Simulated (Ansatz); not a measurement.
**BaTiO₃ (R3m)**

The calculation used DFT PBE, scalar-relativistic, plane waves, PAW in Ansatz.

Plane waves to 420 eV, a k mesh through Γ of 6×6×6 on the computed 5-atom cell and Gaussian smearing (0.02 eV); no spin polarisation.

The structure is relaxed at this level of theory with its symmetry kept. Whether it is the stable form of this composition wasn't checked.

```
CELL_PARAMETERS angstrom
2.86307 1.65299 2.35630
-2.86307 1.65299 2.35630
0.00000 -3.30599 2.35630
ATOMIC_POSITIONS crystal
Ba 0.00495 0.00495 0.00495
Ti 0.51919 0.51919 0.51919
O 0.48839 0.48839 0.97777
O 0.48839 0.97777 0.48839
O 0.97777 0.48839 0.48839
```

| Item | Value |
| --- | --- |
| Space group | R3m (No. 160) |
| Volume per atom | 13.38 Å³ |
| Formation energy from the elements' standard states (uncorrected) | -3.104 eV/atom |
| Kohn–Sham band gap | 2.62 eV |
| Löwdin character of the top 1 eV of the valence band | O 2p 93 % |
| Löwdin character of the lowest 1 eV of the conduction band | Ti 3d 81 %, O 2p 15 % |
| Bader charges (e) | Ba (1 in the cell) 1.54, Ti (1 in the cell) 2.18, O (3 in the cell) -1.24 |

Spin-orbit coupling is left out, which matters for the bands of heavy elements.

A ferromagnetic start lost its moments in a first run, so spin was left out; other magnetic orders weren't tried.

Cost: 1 run of about 1.4 core-minutes, on Arm Neoverse V1 (shared hosts).